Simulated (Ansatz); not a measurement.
## ZnSe: the change of band gap with volume per atom

Results calculated with Ansatz 0.2.0, not measured. Periodic Kohn-Sham DFT of a crystal at fixed atoms; Kohn-Sham levels at symmetry points; band -1 is the highest filled and +1 the lowest empty one at that point, spin up along a +z start moment.

Cell of the first row (space group F-43m, No. 216):
```
ZnSe
1.0
      0.0000     2.7760     2.7760
      2.7760     0.0000     2.7760
      2.7760     2.7760     0.0000
Zn Se
1 1
Direct
  0.00000 0.00000 0.00000
  0.75000 0.75000 0.75000
```

Settings of every row: method all-electron LAPW; functional LDA; relativity scalar; k mesh 8x8x8; filling fermi-dirac; smearing width 0.03 eV; basis error target 1 meV/atom; nucleus gaussian.

Atom start moment: 0 on all atoms.

Limits: semilocal functionals tend to give too small a gap; no spin-orbit coupling, which shifts gaps with heavier elements (ZnSe).

| row | volume per atom (Å³) | band gap (eV) | smallest direct gap on path (eV) |
| --- | --- | --- | --- |
| 1 | 21.391 | 1.285 | 1.285 |
| 2 | 21.846 | 1.198 | 1.198 |
| 3 | 22.301 | 1.113 | 1.113 |
| 4 | 22.529 | 1.072 | 1.072 |
| 5 | 22.757 | ? | ? |
| 6 | 22.984 | 0.992 | 0.992 |
| 7 | 23.212 | 0.954 | 0.954 |
| 8 | 23.667 | 0.878 | 0.878 |
| 9 | 24.122 | 0.806 | 0.806 |

Question: what band gap should row 5 give?

Worked fit of band gap. Take t = volume per atom − 23, in Å³. The shown rows have t = -1.609, -1.154, -0.699, -0.471, -0.016, 0.212, 0.667, 1.122. Least squares give band gap = 0.9895 − 0.17185 × t + 0.00737 × t² eV; a straight line predicts inner rows, each left out in turn, worse (root mean square 0.0044 against 0.00043 eV). The rows lie off it by 0.000, 0.000, 0.000, 0.000, 0.000, 0.001, 0.000, 0.000. The withheld row has t = -0.243, so the fit gives 0.9895 − 0.17185 × (-0.243) + 0.00737 × (-0.243)² = 1.032 eV.

The calculation gave 1.032 eV. The fit meets it to the printed digit.

The other values of row 5: smallest direct gap on path 1.032 eV.
